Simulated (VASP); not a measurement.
# Si in VASP: one cell, several levels of theory

What does VASP give for diamond Si, under -5.0 % strain along [111] alone, the cell held fixed? Runs: PBE, r2SCAN.

The runs shown are made with VASP 6.6.1. PAW datasets, plane waves. (Simulation; spin polarisation is off.)

**1. The structure to begin with**

The cell comes from an earlier relaxation with r2SCAN in another program, then strained, with the atoms relaxed again.

It is trigonal, R-3m (No. 166); conventional cell a = 3.850 Å, c = 8.958 Å, 19.16 Å³ an atom. Near Si stand 4 Si at 2.29–2.33 Å.

As a file:

```
CELL_PARAMETERS angstrom
-0.09074 2.63138 2.63138
2.63138 -0.09074 2.63138
2.63138 2.63138 -0.09074
ATOMIC_POSITIONS crystal
Si 0.99736 0.99736 0.99736
Si 0.25264 0.25264 0.25264
```

**2. PBE at this geometry**

The input, INCAR:

```
ENCUT = 520.000000
SIGMA = 0.020000
EDIFF = 1.00e-07
GGA = PE
PREC = Accurate
IBRION = -1
ISIF = 2
ISMEAR = -1
NBANDS = 11
NELM = 120
NSW = 0
LASPH = .TRUE.
LCHARG = .TRUE.
LELF = .TRUE.
LWAVE = .FALSE.
LREAL = .FALSE.
```

The input, KPOINTS:

```
KPOINTS created by Atomic Simulation Environment
0
Gamma
8 8 8
0 0 0
```

The input, KPOINTS_OPT:

```
special points
7
Reciprocal
0.0000000000 0.0000000000 0.0000000000 1
0.5000000000 0.0000000000 0.5000000000 1
0.6250000000 0.2500000000 0.6250000000 1
0.3750000000 0.3750000000 0.7500000000 1
0.5000000000 0.5000000000 0.5000000000 1
0.5000000000 0.2500000000 0.7500000000 1
0.0000000000 0.5000000000 0.5000000000 1
```

The input, POSCAR:

```
Si
 1.0000000000000000
    -0.0907372965000000    2.6313815992000000    2.6313815992000000
     2.6313815992000000   -0.0907372965000000    2.6313815992000000
     2.6313815992000000    2.6313815992000000   -0.0907372965000000
 Si
   2
Cartesian
 -0.0136329452143462 -0.0136329452143462 -0.0136329452143462
  1.3066394206893464  1.3066394206893464  1.3066394206893464
```

Potentials: the recommended PBE PAW datasets, 8 valence electrons in the neutral cell.

Run with:

```console
$ mpirun -np 1 vasp_std
```

Standard output, without the iteration lines:

```text
POSCAR found type information on POSCAR Si
 POSCAR found :  1 types and       2 ions
 LDA part: xc-table for (Slater+PW92), standard interpolation
 POSCAR, INCAR and KPOINTS ok, starting setup
 FFT: planning ... GRIDC
 FFT: planning ... GRID_SOFT
 FFT: planning ... GRID
 WAVECAR not read
 entering main loop
 Start KPOINTS_OPT (optional k-point list driver)
k-point batch [1-7\7]
```

OSZICAR:

```text
N       E                     dE             d eps       ncg     rms          rms(c)
DAV:   1     0.566571078625E+01    0.56657E+01   -0.32503E+03  1438   0.571E+02
DAV:   2    -0.104672303843E+02   -0.16133E+02   -0.15507E+02  1908   0.826E+01
DAV:   3    -0.109760205418E+02   -0.50879E+00   -0.50725E+00  1838   0.122E+01
DAV:   4    -0.109797190285E+02   -0.36985E-02   -0.36979E-02  1716   0.129E+00
DAV:   5    -0.109797531012E+02   -0.34073E-04   -0.34072E-04  1810   0.115E-01    0.517E+00
DAV:   6    -0.108277480293E+02    0.15201E+00   -0.94050E-02  1634   0.128E+00    0.316E+00
DAV:   7    -0.107624773622E+02    0.65271E-01   -0.17040E-01  1668   0.183E+00    0.255E-01
DAV:   8    -0.107635606569E+02   -0.10833E-02   -0.96228E-03  1616   0.546E-01    0.111E-01
DAV:   9    -0.107636155317E+02   -0.54875E-04   -0.30402E-04  1751   0.104E-01    0.714E-02
DAV:  10    -0.107636908162E+02   -0.75284E-04   -0.99293E-05  1640   0.551E-02    0.143E-02
DAV:  11    -0.107636914557E+02   -0.63955E-06   -0.12090E-05  1718   0.179E-02    0.773E-03
DAV:  12    -0.107636919776E+02   -0.52184E-06   -0.94789E-07  1730   0.576E-03    0.178E-03
DAV:  13    -0.107636919150E+02    0.62542E-07   -0.23580E-07  1671   0.268E-03
   1 F= -.10763692E+02 E0= -.10763607E+02  d E =-.170650E-03
       N       E                     dE             ncg
DAV:   1     0.722719782575E+03   -0.14694E+04      154
DAV:   2     0.603303419317E+03   -0.11942E+03      224
DAV:   3     0.599368325909E+03   -0.39351E+01      205
DAV:   4     0.599343274169E+03   -0.25052E-01      192
DAV:   5     0.599343059431E+03   -0.21474E-03      208
DAV:   6     0.599343056776E+03   -0.26560E-05      206
DAV:   7     0.599343056750E+03   -0.25367E-07      208
```

The lines after F= are the extra pass for the points of KPOINTS_OPT, at fixed density; their E is not a total energy.

Parts of OUTCAR:

```text
k-points           NKPTS =     65   k-points in BZ     NKDIM =     65   number of bands    NBANDS=     11

   NELECT =       8.0000    total number of electrons

   dimension x,y,z NGX =    28 NGY =   28 NGZ =   28
   dimension x,y,z NGXF=    56 NGYF=   56 NGZF=   56

  energy-cutoff  :      520.00
  volume of cell :       38.32
      direct lattice vectors                 reciprocal lattice vectors
    -0.090737296  2.631381599  2.631381599    -0.180457977  0.186902905  0.186902905
     2.631381599 -0.090737296  2.631381599     0.186902905 -0.180457977  0.186902905
     2.631381599  2.631381599 -0.090737296     0.186902905  0.186902905 -0.180457977

 k-points in reciprocal lattice and weights: KPOINTS created by Atomic Simulation Env
   0.00000000  0.00000000  0.00000000       0.002
   0.12500000  0.00000000 -0.00000000       0.012
   0.25000000  0.00000000 -0.00000000       0.012
   0.37500000  0.00000000  0.00000000       0.012
   0.50000000  0.00000000 -0.00000000       0.006
   0.12500000  0.12500000  0.00000000       0.012
   0.25000000  0.12500000 -0.00000000       0.023
   0.37500000  0.12500000 -0.00000000       0.023
[... 57 more k-points ...]

 E-fermi :   6.6086

 k-point     1 :       0.0000    0.0000    0.0000
  band No.  band energies     occupation
      1      -5.9836      2.00000
      2       6.1203      2.00000
      3       6.1203      2.00000
      4       6.6159      0.81966
      5       8.6810      0.00000
      6       8.6810      0.00000
      7       8.9535      0.00000
      8      10.4853      0.00000
      9      14.0428      0.00000
     10      14.0428      0.00000
     11      14.4530      0.00000

 k-point     2 :       0.1250    0.0000   -0.0000
  band No.  band energies     occupation
      1      -5.7770      2.00000
      2       4.5241      2.00000
      3       5.8574      2.00000
      4       6.2477      2.00000
      5       8.8940      0.00000
      6       9.1075      0.00000
      7       9.5832      0.00000
      8      11.4469      0.00000
      9      13.4907      0.00000
     10      13.6532      0.00000
     11      15.2106      0.00000

 k-point     3 :       0.2500    0.0000   -0.0000
  band No.  band energies     occupation
      1      -5.1739      2.00000
      2       2.1555      2.00000
      3       5.4302      2.00000
      4       5.7432      2.00000
      5       8.5975      0.00000
      6       9.6781      0.00000
      7      10.0552      0.00000
      8      13.2469      0.00000
      9      13.2890      0.00000
     10      14.1068      0.00000
     11      15.5027      0.00000

 k-point     4 :       0.3750    0.0000    0.0000
  band No.  band energies     occupation
      1      -4.2683      2.00000
      2       0.1036      2.00000
      3       5.1377      2.00000
      4       5.3979      2.00000
      5       8.2614      0.00000
      6       9.6558      0.00000
      7       9.9804      0.00000
      8      14.2717      0.00000
      9      14.5565      0.00000
     10      15.1482      0.00000
     11      16.6021      0.00000

 k-point     5 :       0.5000    0.0000   -0.0000
  band No.  band energies     occupation
      1      -3.6209      2.00000
      2      -0.9349      2.00000
      3       5.0391      2.00000
      4       5.2798      2.00000
      5       8.1359      0.00000
      6       9.5432      0.00000
      7       9.8705      0.00000
      8      14.1819      0.00000
      9      16.4962      0.00000
     10      17.0759      0.00000
     11      17.2405      0.00000

 k-point     6 :       0.1250    0.1250    0.0000
  band No.  band energies     occupation
      1      -5.6998      2.00000
      2       4.9316      2.00000
      3       5.2439      2.00000
      4       5.6829      2.00000
      5       8.2938      0.00000
      6       9.9207      0.00000
      7      10.0064      0.00000
      8      11.2450      0.00000
      9      12.8904      0.00000
     10      14.3509      0.00000
     11      15.5964      0.00000

 k-point     7 :       0.2500    0.1250   -0.0000
  band No.  band energies     occupation
      1      -5.2180      2.00000
      2       2.8902      2.00000
      3       4.9207      2.00000
      4       5.2160      2.00000
      5       8.4534      0.00000
      6      10.0383      0.00000
      7      10.8131      0.00000
      8      11.0868      0.00000
      9      14.0309      0.00000
     10      14.7744      0.00000
     11      16.5392      0.00000

[... the tables of k-points 8 to 65 left out ...]

  Total        1.5623917      1.5623917      1.5623917      0.6356664      0.6356664      0.6356664
  in kB       65.3169119     65.3169119     65.3169119     26.5744901     26.5744901     26.5744901
  external PRESSURE =      65.3169119 kB  Pullay stress =       0.0000000 kB

 POSITION                                       TOTAL-FORCE (eV/Angst)
 -----------------------------------------------------------------------------------
      5.15839      5.15839      5.15839        -0.029457     -0.029457     -0.029457
      1.30664      1.30664      1.30664         0.029457      0.029457      0.029457
 -----------------------------------------------------------------------------------
    total drift:                                0.000000      0.000000      0.000000

  FREE ENERGIE OF THE ION-ELECTRON SYSTEM (eV)
  ---------------------------------------------------
  free  energy   TOTEN  =       -10.7636919150 eV

  energy  without entropy=      -10.7635212652  energy(sigma->0) =      -10.76360659
```

It took 27 s on 1 MPI rank of Intel Xeon Platinum 8488C, shared host; peak memory 0.17 GiB.

The levels at the points of KPOINTS_OPT are read from vasprun.xml.

Band energies at the special points (eV, zero at the top of v, the last band that the electrons fill by count):

```
point    v−1      v     c   c+1
    Γ  -0.50   0.00  2.07  2.07
    X  -3.53  -3.05  0.02  0.55
    U  -4.78  -3.06  0.56  4.25
    K  -4.78  -3.06  0.56  4.25
    L  -1.86  -1.86  0.82  2.73
    W  -4.43  -4.31  3.60  4.03
```

PBE gives an indirect gap of 0.02 eV, from Γ to X; the least direct gap is 2.07 eV. Pressure: 6.53 GPa, and the largest force is 0.051 eV/Å, on atom 1 (Si).

Axes a, b and c in the maps are those of this run's conventional cell (a, b, c = 3.850, 3.850, 8.958 Å).

Density in a lattice plane of the grid's cell (edges 3.85 and 8.96 Å, at 0.000 of the third edge), which holds Si.

Ten even steps from '0' (-0.19 e/Å³) to '9' (0.62 e/Å³):
```
4676555676
5655545556
3333444333
2233343332
2223444322
2234565432
2235797532
2235797532
2234565432
2223444322
2233343332
3333444333
5655545556
4676555676
0476444674
6664333466
9853323358
9853323358
6664333466
0476444674
```
Columns run along the first of these edges and rows up along the second, over one cell in 10 and 20 even steps from the bottom left corner. Atoms in the plane (fractional): Si at (0.00, 1.00), Si at (1.00, 0.25).

ELF in the same plane.

Values, 12 rows by 6 columns:
```
0.42 0.77 0.76 0.49 0.76 0.77
0.21 0.23 0.29 0.36 0.29 0.23
0.02 0.05 0.28 0.48 0.28 0.05
0.03 0.18 0.76 0.92 0.76 0.18
0.03 0.18 0.76 0.92 0.76 0.18
0.02 0.05 0.28 0.48 0.28 0.05
0.21 0.23 0.29 0.36 0.29 0.23
0.42 0.77 0.76 0.49 0.76 0.77
0.04 0.59 0.76 0.49 0.76 0.59
0.92 0.75 0.29 0.08 0.29 0.75
0.92 0.75 0.29 0.08 0.29 0.75
0.04 0.59 0.76 0.49 0.76 0.59
```
Columns run along the first of these edges and rows up along the second, over one cell in 6 and 12 even steps from the bottom left corner. Atoms in the plane (fractional): Si at (0.00, 1.00), Si at (1.00, 0.25).

Both are smooth fields of the valence electrons: close to the nuclei they are not physical.

Maxima of ELF outside the ion cores: 0.95 on the Si–Si line, 1.1 Å from Si.

**3. r2SCAN**

The input, INCAR:

```
ENCUT = 520.000000
SIGMA = 0.020000
EDIFF = 1.00e-07
ALGO = Normal
METAGGA = R2SCAN
PREC = Accurate
IBRION = -1
ISIF = 2
ISMEAR = -1
NBANDS = 11
NELM = 120
NSW = 0
LASPH = .TRUE.
LCHARG = .FALSE.
LWAVE = .FALSE.
LREAL = .FALSE.
```

KPOINTS is that of step 2.

KPOINTS_OPT is that of step 2.

POSCAR is that of step 2.

Run with:

```console
$ mpirun -np 1 vasp_std
```

Standard output, without the iteration lines:

```text
POSCAR found type information on POSCAR Si
 POSCAR found :  1 types and       2 ions
 -----------------------------------------------------------------------------
|                                                                             |
|                                                                             |
|     You enforced a specific xc type in the INCAR file but a different       |
|     I HOPE YOU KNOW WHAT YOU ARE DOING!                                     |
|                                                                             |
 -----------------------------------------------------------------------------

 LDA part: xc-table for (None), standard interpolation
 POSCAR, INCAR and KPOINTS ok, starting setup
 FFT: planning ... GRIDC
 FFT: planning ... GRID_SOFT
 FFT: planning ... GRID
 WAVECAR not read
 entering main loop
 Start KPOINTS_OPT (optional k-point list driver)
k-point batch [1-7\7]
```

OSZICAR:

```text
N       E                     dE             d eps       ncg     rms          rms(c)
DAV:   1    -0.162974803978E+01   -0.16297E+01   -0.33630E+03  1438   0.590E+02
DAV:   2    -0.181396985328E+02   -0.16510E+02   -0.15874E+02  1922   0.851E+01
DAV:   3    -0.186530795374E+02   -0.51338E+00   -0.51179E+00  1838   0.124E+01
DAV:   4    -0.186566026031E+02   -0.35231E-02   -0.35226E-02  1707   0.128E+00
DAV:   5    -0.186566331291E+02   -0.30526E-04   -0.30525E-04  1807   0.111E-01    0.636E+00
DAV:   6    -0.174908240678E+02    0.11658E+01   -0.15212E-01  1654   0.227E+00    0.440E+00
DAV:   7    -0.174824861250E+02    0.83379E-02   -0.17908E-01  1586   0.207E+00    0.359E-01
DAV:   8    -0.174811652683E+02    0.13209E-02   -0.85028E-03  1609   0.535E-01    0.440E-01
DAV:   9    -0.174813330649E+02   -0.16780E-03   -0.35388E-04  1738   0.140E-01    0.730E-02
DAV:  10    -0.174813310819E+02    0.19830E-05   -0.19246E-05  1707   0.270E-02    0.350E-02
DAV:  11    -0.174813305940E+02    0.48785E-06   -0.54121E-06  1640   0.157E-02    0.343E-03
DAV:  12    -0.174813311271E+02   -0.53306E-06   -0.22467E-07  1689   0.315E-03    0.198E-03
DAV:  13    -0.174813319749E+02   -0.84781E-06   -0.50034E-08   925   0.144E-03    0.747E-04
DAV:  14    -0.174813317592E+02    0.21573E-06   -0.82399E-09   874   0.537E-04    0.289E-04
DAV:  15    -0.174813317492E+02    0.99615E-08   -0.71446E-10   835   0.198E-04
   1 F= -.17481332E+02 E0= -.17481326E+02  d E =-.117012E-04
       N       E                     dE             ncg
DAV:   1     0.710905218799E+03   -0.14813E+04      154
DAV:   2     0.585300844827E+03   -0.12560E+03      224
DAV:   3     0.581284515621E+03   -0.40163E+01      198
DAV:   4     0.581257268158E+03   -0.27247E-01      191
DAV:   5     0.581257057703E+03   -0.21045E-03      211
DAV:   6     0.581257055215E+03   -0.24887E-05      189
DAV:   7     0.581257055182E+03   -0.33052E-07      211
```

From OUTCAR:

```text
k-points           NKPTS =     65   k-points in BZ     NKDIM =     65   number of bands    NBANDS=     11

   NELECT =       8.0000    total number of electrons

   dimension x,y,z NGX =    28 NGY =   28 NGZ =   28
   dimension x,y,z NGXF=    56 NGYF=   56 NGZF=   56

  energy-cutoff  :      520.00
  volume of cell :       38.32
      direct lattice vectors                 reciprocal lattice vectors
    -0.090737296  2.631381599  2.631381599    -0.180457977  0.186902905  0.186902905
     2.631381599 -0.090737296  2.631381599     0.186902905 -0.180457977  0.186902905
     2.631381599  2.631381599 -0.090737296     0.186902905  0.186902905 -0.180457977

 k-points in reciprocal lattice and weights: KPOINTS created by Atomic Simulation Env
   0.00000000  0.00000000  0.00000000       0.002
   0.12500000  0.00000000 -0.00000000       0.012
   0.25000000  0.00000000 -0.00000000       0.012
   0.37500000  0.00000000  0.00000000       0.012
   0.50000000  0.00000000 -0.00000000       0.006
   0.12500000  0.12500000  0.00000000       0.012
   0.25000000  0.12500000 -0.00000000       0.023
   0.37500000  0.12500000 -0.00000000       0.023
[... 57 more k-points ...]

 E-fermi :   6.6412

 k-point     1 :       0.0000    0.0000    0.0000
  band No.  band energies     occupation
      1      -6.6470      2.00000
      2       6.0271      2.00000
      3       6.0271      2.00000
      4       6.5540      1.97474
      5       8.7876      0.00000
      6       8.7876      0.00000
      7       9.1242      0.00000
      8      11.0072      0.00000
      9      14.3641      0.00000
     10      14.3641      0.00000
     11      15.1483      0.00000

 k-point     2 :       0.1250    0.0000   -0.0000
  band No.  band energies     occupation
      1      -6.4297      2.00000
      2       4.3906      2.00000
      3       5.7496      2.00000
      4       6.1643      2.00000
      5       9.0940      0.00000
      6       9.2388      0.00000
      7       9.7378      0.00000
      8      11.9795      0.00000
      9      13.8166      0.00000
     10      13.9807      0.00000
     11      15.9098      0.00000

 k-point     3 :       0.2500    0.0000   -0.0000
  band No.  band energies     occupation
      1      -5.7955      2.00000
      2       1.9147      2.00000
      3       5.2956      2.00000
      4       5.6272      2.00000
      5       8.8639      0.00000
      6       9.8457      0.00000
      7      10.2360      0.00000
      8      13.6325      0.00000
      9      13.7061      0.00000
     10      14.5896      0.00000
     11      16.1719      0.00000

 k-point     4 :       0.3750    0.0000    0.0000
  band No.  band energies     occupation
      1      -4.8435      2.00000
      2      -0.2393      2.00000
      3       4.9829      2.00000
      4       5.2578      2.00000
      5       8.5415      0.00000
      6       9.8262      0.00000
      7      10.1581      0.00000
      8      14.8123      0.00000
      9      14.9861      0.00000
     10      15.6544      0.00000
     11      17.3149      0.00000

 k-point     5 :       0.5000    0.0000   -0.0000
  band No.  band energies     occupation
      1      -4.1638      2.00000
      2      -1.3296      2.00000
      3       4.8771      2.00000
      4       5.1312      2.00000
      5       8.4179      0.00000
      6       9.7093      0.00000
      7      10.0431      0.00000
      8      14.7412      0.00000
      9      17.0109      0.00000
     10      17.6326      0.00000
     11      17.8840      0.00000

 k-point     6 :       0.1250    0.1250    0.0000
  band No.  band energies     occupation
      1      -6.3485      2.00000
      2       4.8349      2.00000
      3       5.1058      2.00000
      4       5.5730      2.00000
      5       8.4154      0.00000
      6      10.0996      0.00000
      7      10.2180      0.00000
      8      11.6828      0.00000
      9      13.3034      0.00000
     10      14.6916      0.00000
     11      16.3041      0.00000

 k-point     7 :       0.2500    0.1250   -0.0000
  band No.  band energies     occupation
      1      -5.8417      2.00000
      2       2.6880      2.00000
      3       4.7793      2.00000
      4       5.0803      2.00000
      5       8.5995      0.00000
      6      10.3213      0.00000
      7      11.0607      0.00000
      8      11.3558      0.00000
      9      14.5354      0.00000
     10      15.2355      0.00000
     11      17.2470      0.00000

[... the tables of k-points 8 to 65 left out ...]

  Total        1.2510364      1.2510364      1.2510364      0.6870893      0.6870893      0.6870893
  in kB       52.3004765     52.3004765     52.3004765     28.7242628     28.7242628     28.7242628
  external PRESSURE =      52.3004765 kB  Pullay stress =       0.0000000 kB

 POSITION                                       TOTAL-FORCE (eV/Angst)
 -----------------------------------------------------------------------------------
      5.15839      5.15839      5.15839        -0.001461     -0.001461     -0.001461
      1.30664      1.30664      1.30664         0.001461      0.001461      0.001461
 -----------------------------------------------------------------------------------
    total drift:                                0.000000      0.000000      0.000000

  FREE ENERGIE OF THE ION-ELECTRON SYSTEM (eV)
  ---------------------------------------------------
  free  energy   TOTEN  =       -17.4813317492 eV

  energy  without entropy=      -17.4813200480  energy(sigma->0) =      -17.48132590
```

Run time: 87 s. Hardware: 1 MPI rank of Intel Xeon Platinum 8488C, shared host; peak memory 0.18 GiB.

The levels at the points of KPOINTS_OPT are read from vasprun.xml.

Levels at the named points, in eV from the top of band v (v: the last filled band by count, c: the next):

```
point    v−1      v     c   c+1
    Γ  -0.53   0.00  2.23  2.23
    X  -3.73  -3.23  0.20  0.76
    U  -4.99  -3.24  0.76  4.60
    K  -4.99  -3.24  0.76  4.60
    L  -1.98  -1.98  1.13  2.95
    W  -4.63  -4.51  3.90  4.36
```

r2SCAN gives an indirect gap of 0.20 eV, from Γ to X; the least direct gap is 2.23 eV. Pressure: 5.23 GPa; the forces vanish within 0.01 eV/Å.

**4. Results**

```
 level  gap (eV)  pressure (GPa)  largest force (eV/Å)
   PBE      0.02            6.53                 0.051
r2SCAN      0.20            5.23                 0.003
```

In words: The gap spans 0.02 eV (PBE) to 0.20 eV (r2SCAN). The pressure is highest with PBE (6.5 GPa) and lowest with r2SCAN (5.2 GPa), which orders the cells that they would relax to. Forces up to 0.05 eV/Å (PBE) show atoms off their equilibrium places at that level; the least is 0.003 eV/Å (r2SCAN).
